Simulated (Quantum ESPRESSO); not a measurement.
Ti:

```
Ti
1.0
    -1.64100    1.64100    1.64100
     1.64100   -1.64100    1.64100
     1.64100    1.64100   -1.64100
Ti
1
Direct
  0.00000 0.00000 0.00000
```

This isn't the form of Ti at room conditions, which is hcp.

```yaml
Program: Quantum ESPRESSO 7.5
Task: phonon dispersion
Functional: PBE
Potentials_or_basis: GBRV 1.5 PBE
Cutoff: 612 eV
Density_cutoff: 4898 eV
k_mesh: 12 × 12 × 12
Occupations: cold, width 0.2 eV
Spin: no spin polarisation
Mixing_beta: 0.5
Most_SCF_iterations: 120
SCF_threshold: 2e-10 Ry
q_mesh: 3 × 3 × 3
```

The cell and the atoms were relaxed first, to 17.21 Å³/atom (a = 2.817 Å, b = 2.817 Å, c = 2.817 Å, α = 109.47°, β = 109.47°, γ = 109.47°), and the response was taken there.

**Question.** Is this structure dynamically stable at this level, and how far does the spectrum reach?

**Answer.** No: the interpolated spectrum has imaginary modes, down to 136i cm⁻¹ near q = (0.14, 0.14, 0.36). The highest frequency is 227 cm⁻¹.

Phonon frequencies at the corners of the path (cm⁻¹, interpolated; i marks imaginary ones):
```csv
point,frequencies
Γ,0 0 0
H,227 227 227
N,130i 134 187
P,98i 98i 98i
```

Phonon states per cell in windows of 20 cm⁻¹ (negative: imaginary):
```csv
from (cm⁻¹),total
-140,0.17
-120,0.18
-100,0.13
-80,0.09
-60,0.07
-40,0.05
-20,0.05
0,0.05
20,0.06
40,0.08
60,0.10
80,0.14
100,0.19
120,0.25
140,0.25
160,0.34
180,0.63
200,0.14
220,0.02
```

Caveat: some modes are imaginary; the q mesh is small, so phonon branches between its points and thermal values are rough.
